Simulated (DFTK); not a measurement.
A run of DFTK 0.8.2 is set up as follows.

Contents of run.jl:

```julia
using DFTK
using PseudoPotentialData
using Unitful, UnitfulAtomic
using LinearAlgebra, Printf
include("save.jl")
disable_threading()

# lattice vectors are the columns
lattice = austrip(1u"Å") * [ -1.9796595667   1.9796595667   1.9796595667;
             1.9796595667  -1.9796595667   1.9796595667;
             1.9796595667   1.9796595667  -1.9796595667]
symbols   = [:Pb]
positions = [[0.0, 0.0, 0.0]]
pseudopotentials = PseudoFamily("dojo.nc.sr.pbe.v0_4_1.standard.upf")
elements = Dict(s => ElementPsp(s, pseudopotentials) for s in unique(symbols))
atoms    = [elements[s] for s in symbols]

build_model(lattice, positions; symmetries=true) =
    model_DFT(lattice, atoms, positions;
              functionals=PBE(),
              temperature=austrip(0.05u"eV"),
              smearing=Smearing.FermiDirac(),
              symmetries)
Ecut  = 34.0  # hartree
kgrid = [9, 9, 9]
tol   = 1e-6
to_GPa = ustrip(uconvert(u"GPa", 1u"hartree/bohr^3"))

model = build_model(lattice, positions)
basis = PlaneWaveBasis(model; Ecut, kgrid)
display(basis)
scfres = self_consistent_field(basis;
                               tol,
                               nbandsalg=AdaptiveBands(model; n_bands_converge=12))
display(scfres.energies)
@printf "Fermi level: %.6f eV\n" ustrip(auconvert(u"eV", something(scfres.εF, NaN)))
forces = compute_forces_cart(scfres)
println("Forces (eV/Å)")
for (s, f) in zip(symbols, forces)
    @printf "%-3s %12.6f %12.6f %12.6f\n" s ustrip.(auconvert.(u"eV/Å", f))...
end
stress = compute_stresses_cart(scfres)
println("Stress (GPa)")
display(round.(stress * to_GPa; digits=4))
println("Levels at the first k-point (eV): ", round.(ustrip.(auconvert.(u"eV", scfres.eigenvalues[1][1:scfres.n_bands_converge])); digits=4))
save_scf!(scfres; forces, stress)
```

Potentials or basis: dojo.nc.sr.pbe.v0_4_1.standard.upf (PBE).

The run is started by

```sh
$ julia --threads=1 run.jl  # save.jl only writes the numbers to a file and isn't shown; printed stress counts tension as positive; times include loading and compiling
```

Task: What does it give for the pressure?

Result: 0.8 GPa.

Task: Estimate the band gap on the k mesh.

Result: None (metal or under the smearing width).

The run has no spin-orbit coupling, so splittings on Pb are missing.
